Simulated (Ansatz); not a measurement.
# BP (F-43m) in Ansatz: a series of runs

One crystal, BP, is run at these levels: LDA, PBE; tasks: band structure, single point, equation of state.

Program: Ansatz 0.2.0. These are calculated values, not measurements. Logs are shortened: lines on timing, memory, paths and dates and some standing lists are left out, and cuts for length are marked.

**What was measured.**

From “Equation of state of single-crystal cubic boron phosphide”, 2014, arxiv:1407.1677, for a bulk crystal of BP at 300 K: bulk modulus 179 ± 1 GPa.

The results are compared with them further down.

## Step 1: The structure

It takes space group F-43m (No. 216, cubic). Conventional cell: a = 4.538 Å, b = 4.538 Å, c = 4.538 Å, α = 90.00°, β = 90.00°, γ = 90.00°. P (site symmetry -43m) has 4 B at 1.97 Å as nearest neighbours. B (site symmetry -43m) is surrounded by 4 P at 1.97 Å.

## Step 2: Band structure, LDA

The input, input.yaml:

```yaml
crystal:
  lattice:
    - [0.0, 2.269, 2.269]
    - [2.269, 0.0, 2.269]
    - [2.269, 2.269, 0.0]
  atoms:
    - { symbol: P, position: [0.75, 0.75, 0.75] }
    - { symbol: B, position: [0.0, 0.0, 0.0] }
hamiltonian:
  xc: lda
  pseudopotentials: { kind: paw, xc_functional: lda, accuracy: standard }
kpoints:
  mp_grid: { grid: [10, 10, 10] }
  band_path:
    path:
      - [[0.0, 0.0, 0.0], [0.5, 0.0, 0.5], [0.5, 0.25, 0.75], [0.375, 0.375, 0.75], [0.0, 0.0, 0.0], [0.5, 0.5, 0.5], [0.625, 0.25, 0.625], [0.5, 0.25, 0.75], [0.5, 0.5, 0.5], [0.375, 0.375, 0.75]]
      - [[0.625, 0.25, 0.625], [0.5, 0.0, 0.5]]
    npoints: 14
scf:
  occupations: { method: fermi_dirac, width: 0.05 }
  n_extra_bands: 6
output:
  forces: true
  stress: true
  eigenvalues: true
  fatbands: false
```

Potentials or basis: JTH PAW LDA.

On the command line:

```bash
$ ansatz run input.yaml --threads 2 --pin off --max-ram 5120MiB --backend cpu --events-out ev --progress --plain --runs-dir out
```

Output:

```text
Warning: the checks of this P dataset prove no rule for summing its radial tables, as where they were carried onto another mesh than they were made on, and Gregory's rule is taken, under which a leading mesh point left out moves its sums only by what lay on the interval it spanned. That does not make them correct, and they differ from Quantum ESPRESSO's on this file; a re-export a fraction of a mesh step off can move them. hamiltonian.pseudopotentials.radial_quadrature: simpson_from_first_knot sums it by `pw.x`'s rule; on a PAW file no value gives `pw.x`'s numbers. What more to know: hamiltonian.pseudopotentials.radial_quadrature, in the input reference
Warning: the checks of this B dataset prove no rule for summing its radial tables, as where they were carried onto another mesh than they were made on, and Gregory's rule is taken, under which a leading mesh point left out moves its sums only by what lay on the interval it spanned. That does not make them correct, and they differ from Quantum ESPRESSO's on this file; a re-export a fraction of a mesh step off can move them. hamiltonian.pseudopotentials.radial_quadrature: simpson_from_first_knot sums it by `pw.x`'s rule; on a PAW file no value gives `pw.x`'s numbers. What more to know: hamiltonian.pseudopotentials.radial_quadrature, in the input reference
Warning: RAYON_NUM_THREADS=2 ignored (pool sized by the plan → 2); use --threads N
scf.n_extra_bands = 6 over 4 filled bands (N_el = 8.0): the run solves 10 bands
Engine: ansatz 0.2.0, aarch64-unknown-linux-gnu
Pseudopotentials: kind: paw
Pseudopotential: P, paw, valence charge 5, recommended cutoff 870 eV (normal), P.paw.azcp
Pseudopotential: B, paw, valence charge 3, recommended cutoff 630 eV (normal), B.paw.azcp
Functional definition: SPW92
  exchange = slater_x
  correlation = pw_c
Crystal: 2 atoms, lattice volume = 23.363 Å³
Basis set: ecut = 870 eV, 1363 PW (Γ)
Bands: 10, of which v1, the nominal top of the filled ones, is band 4 counted from 1 (3 counted from 0)
Symmetry: 24 space group operations
Space group: F-43m (ITA 216), of the structure as read, at distance tolerance 2.9e-5 Å
k-points: 47 of 1000 (time reversal used)
Non-local potential: P, projectors of the file, l = 0: 2, l = 1: 2
Non-local potential: B, projectors of the file, l = 0: 2, l = 1: 2
PAW form: compensated (Kresse and Joubert's): semilocal exchange-correlation on the pseudo side sees the compensation charge
PAW one-centre angular grid: P, 110 points (default); XC on 64 Gauss nodes
PAW one-centre angular grid: B, 110 points (default); XC on 64 Gauss nodes
Initial density: superposition of atomic densities (chi_scale 0.1, normalization cell, long waves kept (reshape's long-wave potential 0.00 eV rms))
Initial wavefunctions: pseudopotential atomic-orbital guess
Functional: x = slater, c = lda
SCF iter   1: F=—  HF=-875.725487 eV  |F-HF|=—  |Δ(HF+E_count)|=         —  Δρ=9.47e-2  dr2=2.37e0  ethr=3.10e-3  ⟨swp⟩=9.3  Hψ=5330  notcnv=0  defer=6
preconditioner: auto → none  [insulator: Δε(μ)=2.015 eV  Ē_g=15.049 eV  σ=0.050 eV  W_gap=1.00  n_scr=0 (ndim 8)  ℏωp=21.7 eV  f_vac=0.000  D(μ)=0.00/eV (n_scr^D=0)  ε∞_Penn≈3.1]
SCF iter   2: F=—  HF=-874.938690 eV  |F-HF|=—  |Δ(HF+E_count)|=   7.87e-1  Δρ=3.05e-2  dr2=1.63e-1  ethr=3.10e-3  ⟨swp⟩=2.6  Hψ=1235  notcnv=0  defer=78
SCF iter   3: F=—  HF=-874.888167 eV  |F-HF|=—  |Δ(HF+E_count)|=   5.05e-2  Δρ=1.19e-2  dr2=2.03e-2  ethr=2.04e-3  ⟨swp⟩=3.0  Hψ=783  notcnv=0  defer=78
SCF iter   4: F=—  HF=-874.882732 eV  |F-HF|=—  |Δ(HF+E_count)|=   5.43e-3  Δρ=1.63e-3  dr2=2.91e-4  ethr=2.53e-4  ⟨swp⟩=2.7  Hψ=727  notcnv=0  defer=78
SCF iter   5: F=—  HF=-874.882698 eV  |F-HF|=—  |Δ(HF+E_count)|=   3.32e-5  Δρ=7.17e-5  dr2=6.08e-7  ethr=3.63e-6  ⟨swp⟩=2.3  Hψ=556  notcnv=0  defer=78
SCF iter   6: F=—  HF=-874.882697 eV  |F-HF|=—  |Δ(HF+E_count)|=   1.28e-6  Δρ=8.01e-6  dr2=4.59e-9  ethr=1.25e-9  ⟨swp⟩=14.4  Hψ=3659  notcnv=0
SCF iter   7: F=-874.882697 eV  HF=-874.882697 eV  |F-HF|=4.79e-11  |Δ(HF+E_count)|=  4.47e-10  Δρ=7.41e-7  dr2=8.84e-11  ethr=5.73e-11  ⟨swp⟩=2.6  Hψ=1410  notcnv=0
SCF 1 converged in 7 iterations: F = -874.882697 eV  dr2 = 8.84e-11
NSCF: frozen V_eff on 142 k-points
SCF converged after 7 iterations
Free energy (F): -874.882697 eV
Harris-Foulkes:  -874.882697 eV  (|F-HF|=4.79e-11)
Internal energy: -874.882697 eV  (E = F + TS)
E sigma→0 (E₀):  -874.882697 eV
Entropy (-TS):   -0.000000 eV (-0.000 meV/atom)
Fermi energy:    9.609514 eV
--- Per-component energies (eV) ---
  E_band       = 20.572675
  E_kinetic    = 119.104159
  E_local      = -77.170930  (includes V_loc(G=0)·N_el)
  E_nonlocal   = 57.095011
  E_hartree    = 17.072324
  E_xc         = -90.430948
  E_vxc        = -102.283155  (∫ρ·V_xc dr)
  E_paw        = -615.060775  (= ΣΔE_a)
  E_vpaw       = -10.316984  (= ΣTr[D̂ρ^β])
  E_aug_tail   = -0.000021  (compensation charges beyond the density's cutoff)
  E_ewald      = -285.491518
  E_smearing   = -0.000000  (= −TS)
  E_closure    = 0.000000  (closes the sum)
  Σ components = -874.882697   (vs F -874.882697, Δ=0.00e0)
--- Forces (eV/Å), atoms counted from 1 ---
  atom   1  P      0.00000000    -0.00000000     0.00000000
  atom   2  B     -0.00000000     0.00000000    -0.00000000
  max |Σ_I F_I| component: 2.96e-16 eV/Å
--- Stress (GPa, compression-positive) ---
       -5.310841       0.000000      -0.000000
       -0.000000      -5.310841       0.000000
        0.000000       0.000000      -5.310841
  P = ⅓ Tr σ = -5.3108 GPa (-53.108 kbar)
--- Band table (eV; the first three rows and the last of 47) ---
  k-point 0: bands = ["-6.3621", "9.0333", "9.0333", "9.0333", "12.4111", "12.4111", "12.4111", "16.3856", "20.2991", "21.0854"]
  k-point 1: bands = ["-6.1822", "7.7426", "8.7403", "8.7403", "12.8155", "12.8155", "12.8333", "16.8968", "20.3987", "20.3987"]
  k-point 2: bands = ["-5.6492", "5.4119", "8.1846", "8.1846", "13.0298", "13.5273", "13.5273", "18.0156", "19.7939", "19.7939"]
  k-point 46: bands = ["-1.2845", "1.0254", "3.4948", "3.6564", "13.5694", "14.3476", "17.2243", "17.6072", "21.6805", "24.9827"]
```

Run time: 3.8 s. Hardware: 2 threads of Arm Neoverse V2, shared host; peak memory 0.27 GiB.

Results:

| Item | Value |
| --- | --- |
| Free energy | -874.8827 eV |
| Pressure | -5.3 GPa |
| Band gap on the k mesh | 1.19 eV, indirect (least direct gap 3.38 eV) |
| Band gap along the path | 1.19 eV, indirect (least direct gap 3.38 eV) |

Levels at the corners of the path, in eV from the valence-band top:
| point | band 1 | band 2 | band 3 | band 4 | band 5 | band 6 | band 7 | band 8 |
| --- | --- | --- | --- | --- | --- | --- | --- | --- |
| Γ | -15.40 | 0.00 | 0.00 | 0.00 | 3.38 | 3.38 | 3.38 | 7.35 |
| X | -10.57 | -8.49 | -4.10 | -4.10 | 1.30 | 1.55 | 11.94 | 11.94 |
| W | -10.29 | -7.94 | -5.69 | -5.49 | 5.23 | 6.66 | 7.15 | 7.44 |
| K | -10.56 | -8.06 | -6.24 | -3.49 | 2.08 | 5.91 | 9.63 | 10.51 |
| Γ | -15.40 | 0.00 | 0.00 | 0.00 | 3.38 | 3.38 | 3.38 | 7.35 |
| L | -12.07 | -9.01 | -1.75 | -1.75 | 3.76 | 4.67 | 4.67 | 9.93 |
| U | -10.56 | -8.06 | -6.24 | -3.49 | 2.08 | 5.91 | 9.63 | 10.51 |
| W | -10.29 | -7.94 | -5.69 | -5.49 | 5.23 | 6.66 | 7.15 | 7.44 |
| L | -12.07 | -9.01 | -1.75 | -1.75 | 3.76 | 4.67 | 4.67 | 9.93 |
| K | -10.56 | -8.06 | -6.24 | -3.49 | 2.08 | 5.91 | 9.63 | 10.51 |
| U | -10.56 | -8.06 | -6.24 | -3.49 | 2.08 | 5.91 | 9.63 | 10.51 |
| X | -10.57 | -8.49 | -4.10 | -4.10 | 1.30 | 1.55 | 11.94 | 11.94 |

## Step 3: Single point, PBE, 10.98 Å³/atom (volume scaled by 0.94)

The input, input.yaml:

```yaml
crystal:
  lattice:
    - [0.0, 2.2226808807, 2.2226808807]
    - [2.2226808807, 0.0, 2.2226808807]
    - [2.2226808807, 2.2226808807, 0.0]
  atoms:
    - { symbol: P, position: [0.75, 0.75, 0.75] }
    - { symbol: B, position: [0.0, 0.0, 0.0] }
hamiltonian:
  xc: pbe
  pseudopotentials: { kind: nc, source: spms }
kpoints:
  mp_grid: { grid: [10, 10, 10] }
scf:
  occupations: { method: fermi_dirac, width: 0.05 }
output:
  forces: true
  stress: true
  eigenvalues: true
  write_density: true
  write_potential: true
  elf: true
  volumetric_format: npy
```

Potentials or basis: SPMS NC.

On the command line:

```bash
$ ansatz run input.yaml --threads 2 --pin off --max-ram 5120MiB --backend cpu --events-out ev --progress --plain --runs-dir out
```

Wall time 1.3 s (2 threads of Arm Neoverse V2, shared host); peak memory 0.25 GiB.

It converged, with:

```yaml
Free_energy: -268.8511 eV
Pressure: 12.4 GPa
Band_gap_on_the_k_mesh: 1.17 eV, indirect (least direct gap 3.51 eV)
```

## Step 4: Single point, PBE, 11.21 Å³/atom (volume scaled by 0.96)

Changes to input.yaml since step 3:

```diff
@@ -2,5 +2,5 @@
   lattice:
-    - [0.0, 2.2226808807, 2.2226808807]
-    - [2.2226808807, 0.0, 2.2226808807]
-    - [2.2226808807, 2.2226808807, 0.0]
+    - [0.0, 2.2383340787, 2.2383340787]
+    - [2.2383340787, 0.0, 2.2383340787]
+    - [2.2383340787, 2.2383340787, 0.0]
   atoms:
```

On the command line:

```bash
$ ansatz run input.yaml --threads 2 --pin off --max-ram 5120MiB --backend cpu --events-out ev --progress --plain --runs-dir out
```

Wall time 1.3 s (2 threads of Arm Neoverse V2, shared host); peak memory 0.26 GiB.

It converged, with:

```yaml
Free_energy: -268.8811 eV
Pressure: 8.2 GPa
Band_gap_on_the_k_mesh: 1.20 eV, indirect (least direct gap 3.47 eV)
```

## Step 5: Single point, PBE, 11.45 Å³/atom (volume scaled by 0.98)

The input, input.yaml:

```yaml
crystal:
  lattice:
    - [0.0, 2.2537713532, 2.2537713532]
    - [2.2537713532, 0.0, 2.2537713532]
    - [2.2537713532, 2.2537713532, 0.0]
  atoms:
    - { symbol: P, position: [0.75, 0.75, 0.75] }
    - { symbol: B, position: [0.0, 0.0, 0.0] }
hamiltonian:
  xc: pbe
  pseudopotentials: { kind: nc, source: spms }
kpoints:
  mp_grid: { grid: [10, 10, 10] }
scf:
  occupations: { method: fermi_dirac, width: 0.05 }
output:
  forces: true
  stress: true
  eigenvalues: true
```

On the command line:

```bash
$ ansatz run input.yaml --threads 2 --pin off --max-ram 5120MiB --backend cpu --events-out ev --progress --plain --runs-dir out
```

Wall time 0.92 s (2 threads of Arm Neoverse V2, shared host); peak memory 0.23 GiB.

It converged, with:

| Property | Result |
| --- | --- |
| Free energy | -268.8993 eV |
| Pressure | 4.4 GPa |
| Band gap on the k mesh | 1.22 eV, indirect (least direct gap 3.44 eV) |

## Step 6: Single point, PBE, 11.68 Å³/atom

Changes to input.yaml since step 5:

```diff
@@ -2,5 +2,5 @@
   lattice:
-    - [0.0, 2.2537713532, 2.2537713532]
-    - [2.2537713532, 0.0, 2.2537713532]
-    - [2.2537713532, 2.2537713532, 0.0]
+    - [0.0, 2.269, 2.269]
+    - [2.269, 0.0, 2.269]
+    - [2.269, 2.269, 0.0]
   atoms:
```

Potentials or basis: SPMS NC.

On the command line:

```bash
$ ansatz run input.yaml --threads 2 --pin off --max-ram 5120MiB --backend cpu --events-out ev --progress --plain --runs-dir out
```

It took 1.1 s on 2 threads of Arm Neoverse V2, shared host; peak memory 0.25 GiB.

Results (log left out):

* Free energy: -268.9070 eV
* Pressure: 0.9 GPa
* Band gap on the k mesh: 1.25 eV, indirect (least direct gap 3.41 eV)

## Step 7: Single point, PBE, 11.92 Å³/atom (volume scaled by 1.02)

Changes to input.yaml since step 6:

```diff
@@ -2,5 +2,5 @@
   lattice:
-    - [0.0, 2.269, 2.269]
-    - [2.269, 0.0, 2.269]
-    - [2.269, 2.269, 0.0]
+    - [0.0, 2.284026928, 2.284026928]
+    - [2.284026928, 0.0, 2.284026928]
+    - [2.284026928, 2.284026928, 0.0]
   atoms:
```

On the command line:

```bash
$ ansatz run input.yaml --threads 2 --pin off --max-ram 5120MiB --backend cpu --events-out ev --progress --plain --runs-dir out
```

Run time: 1 s. Hardware: 2 threads of Arm Neoverse V2, shared host; peak memory 0.25 GiB.

The run converged. Its results:

```yaml
Free_energy: -268.9051 eV
Pressure: -2.2 GPa
Band_gap_on_the_k_mesh: 1.28 eV, indirect (least direct gap 3.38 eV)
```

## Step 8: Single point, PBE, 12.15 Å³/atom (volume scaled by 1.04)

Changes to input.yaml since step 7:

```diff
@@ -2,5 +2,5 @@
   lattice:
-    - [0.0, 2.284026928, 2.284026928]
-    - [2.284026928, 0.0, 2.284026928]
-    - [2.284026928, 2.284026928, 0.0]
+    - [0.0, 2.2988586873, 2.2988586873]
+    - [2.2988586873, 0.0, 2.2988586873]
+    - [2.2988586873, 2.2988586873, 0.0]
   atoms:
```

On the command line:

```bash
$ ansatz run input.yaml --threads 2 --pin off --max-ram 5120MiB --backend cpu --events-out ev --progress --plain --runs-dir out
```

It took 1 s on 2 threads of Arm Neoverse V2, shared host; peak memory 0.25 GiB.

Results (log left out):

- Free energy: -268.8944 eV
- Pressure: -5.1 GPa
- Band gap on the k mesh: 1.30 eV, indirect (least direct gap 3.35 eV)

## Step 9: Single point, PBE, 12.38 Å³/atom (volume scaled by 1.06)

Changes to input.yaml since step 8:

```diff
@@ -2,5 +2,5 @@
   lattice:
-    - [0.0, 2.2988586873, 2.2988586873]
-    - [2.2988586873, 0.0, 2.2988586873]
-    - [2.2988586873, 2.2988586873, 0.0]
+    - [0.0, 2.3135014941, 2.3135014941]
+    - [2.3135014941, 0.0, 2.3135014941]
+    - [2.3135014941, 2.3135014941, 0.0]
   atoms:
```

Potentials or basis: SPMS NC.

On the command line:

```bash
$ ansatz run input.yaml --threads 2 --pin off --max-ram 5120MiB --backend cpu --events-out ev --progress --plain --runs-dir out
```

It took 1 s on 2 threads of Arm Neoverse V2, shared host; peak memory 0.25 GiB.

Results (log left out):

| Item | Value |
| --- | --- |
| Free energy | -268.8758 eV |
| Pressure | -7.7 GPa |
| Band gap on the k mesh | 1.33 eV, indirect (least direct gap 3.33 eV) |

## Step 10: Equation of state, PBE

Potentials or basis: SPMS NC.

This step only gathers the single runs of the series.

What came out:

* Equilibrium volume: 11.75 Å³/atom
* Bulk modulus: 161 GPa
* Pressure derivative of the bulk modulus: 3.8

Energy against volume, from the lowest point:
```
volume (Å³/atom)  energy (meV/atom)
          10.981              27.94
          11.214              12.97
          11.448               3.85
          11.682               0.00
          11.915               0.97
          12.149               6.31
          12.383              15.61
```

## Step 11: Comparison with measurements

Step 10. A measured bulk modulus of BP is 179 GPa (300 K; “Equation of state of single-crystal cubic boron phosphide”, 2014, arxiv:1407.1677); the calculated 161 GPa misses it by -10.0 %. 3 values of this kind are on record (173 to 179 GPa); this one was drawn at random among those near their median, those with a stated uncertainty first. The fit is for a static lattice scaled at fixed shape and fixed fractional positions.
